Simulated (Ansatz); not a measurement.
**Guessed and relaxed cells of Ge**

A trial structure of Ge was built thus: 4-connected net of one element (C2, No. 5). Lengths were set from tabulated atomic sizes, so they are only a guess.

start.xyz

```xyz
4
Lattice="2.7782 -3.3755 0.0000 2.7782 3.3755 0.0000 -2.5312 0.0000 5.0457" Properties=species:S:1:pos:R:3 pbc="T T T"
Ge    2.4379    0.0209    3.9199
Ge    0.5485   -1.2422    3.1179
Ge    2.4767   -1.2422    1.9278
Ge    0.5873    0.0209    1.1258
```

All numbers below come from Ansatz 0.2.0, DFT PBE, scalar-relativistic, plane waves, PAW. Cutoff 420 eV, Gaussian smearing, Γ-centred meshes. Cell and atoms relax first on a coarse mesh and then on a finer one. In between, the cell is made exact in the group found at 0.06 Å. In metals the finer mesh still leaves noise of several meV/atom or more. The steps can't lower the symmetry of their start. No spin polarisation.

end.xyz

```xyz
2
Lattice="-2.5820 2.6023 1.4352 2.5820 -2.6023 1.4352 2.5820 2.6023 -1.4352" Properties=species:S:1:pos:R:3 pbc="T T T"
Ge    2.5820    1.3011    1.0888
Ge    0.0000    1.3011    0.3464
```

The symmetry goes from C2 (No. 5) to Imma (No. 74), and the primitive cell from 4 to 2 atoms. The volume per atom shrinks by 18.5 %, from 23.7 to 19.3 Å³. The shortest distance goes from 2.27 Å (Ge–Ge) to 2.69 Å (Ge–Ge). The energy falls by about 0.52 eV/atom (the start's value is from the coarse mesh). The end is written in a standard setting, so origin, axes and order of atoms can differ from the start's.

For Ge, the volume per atom is 19.29 Å³ and the density is 6.25 g/cm³. The energy over the standard state is +0.23 eV/atom. The gap on the 12×12×10 mesh of the 4-atom cell is 0 eV (a metal).

Energies count from the standard state of Ge at the same level. It lies above the standard state, so it could only be metastable.

The last run used Gaussian smearing of 0.10 eV. A structure relaxed within its symmetry needn't be a true minimum. In all, the 3 runs took 31 min on 1 thread of Intel(R) Xeon(R) Processor @ 2.50GHz (Skylake/Cascade Lake) (shared host). Another cell of Ge relaxed alike, in P6_3/mmc, lies 224 meV/atom lower, so this cell isn't the stable form at this level.
